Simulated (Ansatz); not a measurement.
# NbP: pressure against volume ratio

All results are calculated (Ansatz 0.2.0). Plane-wave density functional theory, PAW datasets, Gaussian smearing 0.05 eV: equation of state, the given cell scaled in volume with shape and atoms relaxed at each volume.

The cell before it is scaled or strained (space group F-43m, No. 216):
```
cell vectors (Å)
   0.0000     2.7634     2.7634
   2.7634     0.0000     2.7634
   2.7634     2.7634     0.0000
atoms (fractions of the cell vectors)
Nb  0.00000  0.00000  0.00000
P   0.25000  0.25000  0.25000
```

Settings of every row: paw set soft_2; functional PBEsol; spin treatment none; moment partition spheres; spin axis none; wave cutoff 420 eV; k mesh 10x10x10; symmetry use detected.

Atom hubbard u: 0 on all atoms.

Limits: the cell comes from a prototype or a list of computed structures and needn't be the stable phase.

```
row  volume ratio  V (Å³/atom)  pressure (GPa)  energy above given cell (meV per atom)
  1          0.96       20.258           5.263                                   13.37
  2          0.98        20.68           2.512                                    3.24
  3             1       21.103               ?                                       ?
  4          1.02       21.525          -2.234                                       3
  5          1.04       21.947          -4.275                                   11.65
```

Question: what pressure should row 3 give?

Worked fit of pressure. Take u = (V_r/V)^(2/3) − 1 with V_r = 21.102 Å³ an atom, which is twice the finite (Eulerian) strain; such expansions in the strain, on which the Birch-Murnaghan equation of state is built, carry the rest volume and the bulk modulus. The shown rows have u = 0.02759, 0.01356, -0.01314, -0.02584. Least squares give pressure = 0.0228 + 177.706 × u + 441.9 × u² GPa; a straight line predicts inner rows, each left out in turn, worse (root mean square 0.18 against 0.0046 GPa). The rows lie off it by 0.001, -0.002, 0.002, -0.001. The pressure vanishes at u = -0.0001, or V = 21.11 Å³ an atom, and there the bulk modulus with shape and atoms relaxed is B = −V dP/dV = (2/3)(1 + u) dP/du = 118 GPa. The withheld row has u = -3e-05, so the fit gives 0.0228 + 177.706 × (-3e-05) + 441.9 × (-3e-05)² = 0.017 GPa.

The calculation gave 0.021 GPa. The fit lies 0.004 GPa (19 % of the value, 0.042 % of the column's range) below it; its largest miss of a shown row is 0.002 GPa.

The other values of row 3: energy above given cell 0 meV per atom.
